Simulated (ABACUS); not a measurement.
# CdSe (Cadmoselite) (P6_3mc) in ABACUS: a series of runs, part 2 of 2

ABACUS 3.10.1.

### 3 Relaxation of cell and atoms, PBE

INPUT

```
INPUT_PARAMETERS
suffix              CdSe
calculation         cell-relax
basis_type          lcao
pseudo_dir          ./
orbital_dir         ./
symmetry            1
dft_functional      pbe
ecutwfc             100
pseudo_rcut         10
nspin               1
nbands              38
ks_solver           genelpa
smearing_method     fd
smearing_sigma      0.00367493
scf_thr             1e-07
scf_nmax            100
mixing_type         broyden
mixing_beta         0.7
cal_force           1
cal_stress          1
out_mul             1
relax_nmax          60
force_thr_ev        0.01
relax_method        cg
out_stru            1
stress_thr          1
```

STRU

```
ATOMIC_SPECIES
Cd 112.4140 Cd.upf
Se 78.9710 Se.upf

NUMERICAL_ORBITAL
Cd_confined-atom_7au_2s1p1d.orb
Se_confined-atom_7au_1s1p1d.orb

LATTICE_CONSTANT
1.8897261246

LATTICE_VECTORS
4.3000000000 0.0000000000 0.0000000000
-2.1500000000 3.7239092363 0.0000000000
0.0000000000 0.0000000000 7.0200000000

ATOMIC_POSITIONS
Direct

Cd
0.0
2
0.6666666667 0.3333333333 0.5000000000 1 1 1
0.3333333333 0.6666666667 0.0000000000 1 1 1

Se
0.0
2
0.6666666667 0.3333333333 0.8850000000 1 1 1
0.3333333333 0.6666666667 0.3850000000 1 1 1
```

KPT

```
K_POINTS
0
Gamma
6 6 4 0 0 0
```

Potentials or basis: Ansatz NC PBE, SZ LCAO (the cutoffs set its grid).

Launch:

```console
$ OMP_NUM_THREADS=1 mpirun -np 4 abacus > log
```

running log:

```text
[... set-up lines left out ...]
 LCAO ALGORITHM --------------- ION=   1  ELEC=   1--------------------------------

 Density error is 0.0518421188995
----------------------------------------------------------
     Energy           Rydberg                 eV
----------------------------------------------------------
 E_KohnSham     -1185.4398503081     -16128.7366004569
 E_Harris       -1180.7661035956     -16065.1470141580
 E_Fermi        0.5997025898         8.1593723262
----------------------------------------------------------

 LCAO ALGORITHM --------------- ION=   1  ELEC=   2--------------------------------

 Density error is 0.0119100525109
----------------------------------------------------------
     Energy           Rydberg                 eV
----------------------------------------------------------
 E_KohnSham     -1185.4665714369     -16129.1001600659
 E_Harris       -1183.8202300418     -16106.7005362394
 E_Fermi        0.6569154445         8.9377931493
----------------------------------------------------------

 LCAO ALGORITHM --------------- ION=   1  ELEC=   3--------------------------------

 Density error is 0.00144643030402
----------------------------------------------------------
     Energy           Rydberg                 eV
----------------------------------------------------------
 E_KohnSham     -1185.4693214533     -16129.1375759590
 E_Harris       -1185.0687631844     -16123.6877011210
 E_Fermi        0.6783460017         9.2293708392
----------------------------------------------------------

 LCAO ALGORITHM --------------- ION=   1  ELEC=   4--------------------------------

 Density error is 0.000219935403577
----------------------------------------------------------
     Energy           Rydberg                 eV
----------------------------------------------------------
 E_KohnSham     -1185.4693290112     -16129.1376787890
 E_Harris       -1185.4084075340     -16128.3087995680
 E_Fermi        0.6815586857         9.2730816471
----------------------------------------------------------

 LCAO ALGORITHM --------------- ION=   1  ELEC=   5--------------------------------

 Density error is 5.68110326268e-05
----------------------------------------------------------
     Energy           Rydberg                 eV
----------------------------------------------------------
 E_KohnSham     -1185.4693292678     -16129.1376822805
 E_Harris       -1185.4536924262     -16128.9249321361
 E_Fermi        0.6819076751         9.2778298913
----------------------------------------------------------

 LCAO ALGORITHM --------------- ION=   1  ELEC=   6--------------------------------

 Density error is 3.60071946843e-06
----------------------------------------------------------
     Energy           Rydberg                 eV
----------------------------------------------------------
 E_KohnSham     -1185.4693292712     -16129.1376823262
 E_Harris       -1185.4691484927     -16129.1352227094
 E_Fermi        0.6820525022         9.2798003646
----------------------------------------------------------

 LCAO ALGORITHM --------------- ION=   1  ELEC=   7--------------------------------

 Density error is 3.48083950915e-07
----------------------------------------------------------
     Energy           Rydberg                 eV
----------------------------------------------------------
 E_KohnSham     -1185.4693292712     -16129.1376823266
 E_Harris       -1185.4693328707     -16129.1377313004
 E_Fermi        0.6820539992         9.2798207331
----------------------------------------------------------
[... 999 lines left out ...]
      37       9.902444       0.000000
      38      10.573969       0.000000

[... levels at 15 further k points ...]

 correction force for each atom along direction 1 is 0.001657
 correction force for each atom along direction 2 is -0.000863
 correction force for each atom along direction 3 is -0.000016
------------------------------------------------------------------------------------------
 TOTAL-FORCE (eV/Angstrom)
------------------------------------------------------------------------------------------
                       Cd1         0.0000000000         0.0000000000         0.0063908033
                       Cd2         0.0000000000         0.0000000000         0.0063908033
                       Se1         0.0000000000         0.0000000000        -0.0063908033
                       Se2         0.0000000000         0.0000000000        -0.0063908033
------------------------------------------------------------------------------------------

----------------------------------------------------------------
 TOTAL-STRESS (KBAR)
----------------------------------------------------------------
        -0.4231551394         0.0000000000         0.0000000000
         0.0000000000        -0.4231551394         0.0000000000
         0.0000000000        -0.0000000000         0.1212398693
----------------------------------------------------------------
 TOTAL-PRESSURE: -0.241690 KBAR

 Largest gradient in force is 0.006391 eV/A.
 Threshold is 0.010000 eV/A.

 Largest gradient in stress is 0.423155 kbar.
 Threshold is 1.000000 kbar.

 Relaxation is converged!

 --------------------------------------------
 !FINAL_ETOT_IS -16129.6669617799725529 eV
 --------------------------------------------
```

Run time: 36 s. Hardware: 4 MPI ranks of Intel Xeon Platinum 8259CL at 2.50GHz (Skylake/Cascade Lake), shared host; peak memory 0.44 GiB.

The run converged, but some of its settings lie outside the range that counts as converged, so its numbers aren't taken as properties of the crystal.

What came out:

* Free energy: -16129.6670 eV
* Relaxed volume: 33.60 Å³/atom
* Relaxed cell: a = 4.583 Å, b = 4.583 Å, c = 7.388 Å, α = 90.00°, β = 90.00°, γ = 120.00°
* Space group after relaxing (to 0.05 Å): P6_3mc (No. 186)
* Energy gained by relaxing: 132.3 meV/atom
* Ionic steps: 9
* Pressure after relaxing: 0.0 GPa
* Largest force after relaxing: 0.006 eV/Å
* Mulliken charges: Cd +0.83; Se -0.83, -0.82 e

Caveat: the atomic orbitals were generated for these runs and aren't a published set; the volume moved by over 15 % at a fixed basis, so the end points are rough; Mulliken charges move with the basis; the volume moved by +20 % from the deposited cell, more than functionals usually miss; the basis of atomic orbitals isn't converged, which shifts pressures, moduli and gaps.
